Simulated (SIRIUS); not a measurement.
Runs of SIRIUS 7.12.0 on Fe. Symmetry: Im-3m, No. 229, cubic system. Conventional cell: a = 2.886 Å, b = 2.886 Å, c = 2.886 Å, α = 90.00°, β = 90.00°, γ = 90.00°. Around Fe (site symmetry m-3m) lie 8 Fe at 2.50 Å. 

```csv
level,spin,cutoff (eV),smearing,muffin tin radii,basis cutoff (gk_cutoff),reference energy of the basis,smallest sphere radius times basis cutoff,gap on the mesh (eV),moment (μB)
PBE,"collinear, ferromagnetic start",195,fermi-dirac 0.1 eV,Fe 2.32 bohr,3.79 1/bohr,0.28 Ha,8.79,none,2.25
PBE,"collinear, ferromagnetic start",195,fermi-dirac 0.03 eV,Fe 2.32 bohr,3.79 1/bohr,0.28 Ha,8.79,none,2.24
PBEsol,"collinear, ferromagnetic start",205,fermi-dirac 0.05 eV,Fe 2.27 bohr,3.88 1/bohr,0.29 Ha,8.81,none,2.25
PBE,"collinear, ferromagnetic start",195,fermi-dirac 0.3 eV,Fe 2.32 bohr,3.79 1/bohr,0.28 Ha,8.79,none,2.18
PBE,"collinear, ferromagnetic start",195,fermi-dirac 0.01 eV,Fe 2.32 bohr,3.79 1/bohr,0.28 Ha,8.79,none,2.25
PBE,"collinear, ferromagnetic start",195,fermi-dirac 0.2 eV,Fe 2.32 bohr,3.79 1/bohr,0.28 Ha,8.79,none,(a)
PBE,"non-collinear, ferromagnetic start",195,fermi-dirac 0.05 eV,Fe 2.32 bohr,3.79 1/bohr,0.28 Ha,8.79,none,2.27
PBE,"collinear, ferromagnetic start",195,fermi-dirac 0.05 eV,Fe 2.32 bohr,3.79 1/bohr,0.28 Ha,8.79,none,2.24
```

Alike in all rows: task single point; potentials or basis all-electron FP-LAPW, apw+lo standard; cell as given; k mesh 13 × 13 × 13.

Question: Estimate the missing entries.

Answer: (a) 2.26.

A k mesh can miss the band edges.

A gap of «none» marks a metal or a gap under the smearing width.

Not every run made on this cell is shown here.
